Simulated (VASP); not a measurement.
Crystal: SnO.

```
Sn O
1.0
     3.81370    0.00000    0.00000
     0.00000    3.81370    0.00000
     0.00000    0.00000    4.88691
Sn O
2 2
Direct
  0.50000 0.00000 0.76463
  0.00000 0.50000 0.23537
  0.00000 0.00000 0.00000
  0.50000 0.50000 0.00000
```

The cell is a database's computed one.

* Program: VASP 6.6.1
* Task: single point
* Functional: PBEsol
* Potentials or basis: VASP PAW PBE potentials, release 64 (Sn_d, O)
* Cutoff: 520 eV
* k mesh: 7 × 7 × 6
* Occupations: fermi-dirac, width 0.05 eV
* Spin: no spin polarisation

On this cell: pressure -0.3 GPa; largest force 0.160 eV/Å; band gap on the k mesh 0.37 eV, indirect (least direct gap 1.96 eV).

The same run follows on a disturbed copy (atoms moved at random, drawn with an rms of 0.05 Å):

```
CELL_PARAMETERS angstrom
3.81370 0.00000 0.00000
0.00000 3.81370 0.00000
0.00000 0.00000 4.88691
ATOMIC_POSITIONS crystal
Sn 0.50918 0.99567 0.76977
Sn 0.00319 0.50075 0.22490
O 0.00685 0.00345 0.99809
O 0.49356 0.49563 0.99839
```

Task: What changes?

Result: The energy moves by +13.1 meV/atom; pressure 2.2 GPa; largest force 0.939 eV/Å; band gap on the k mesh 0.59 eV, indirect (least direct gap 1.85 eV).

Forces in eV/Å, atoms in the order of the input:
```
Sn  -0.110  0.049 -0.849
Sn  -0.090 -0.004  0.934
O   -0.188 -0.183 -0.028
O    0.388  0.138 -0.058
```

Stress tensor (GPa, compression positive):
```
 2.04  0.04 -0.15
 0.04  1.92  0.00
-0.15  0.00  2.75
```

Caveats: the PAW data sets were made with another functional, which shifts forces and pressure a little; spin-orbit coupling is left out, which moves the levels of the heavy elements; an odd mesh through Γ misses points on the zone boundary, where band edges often lie.
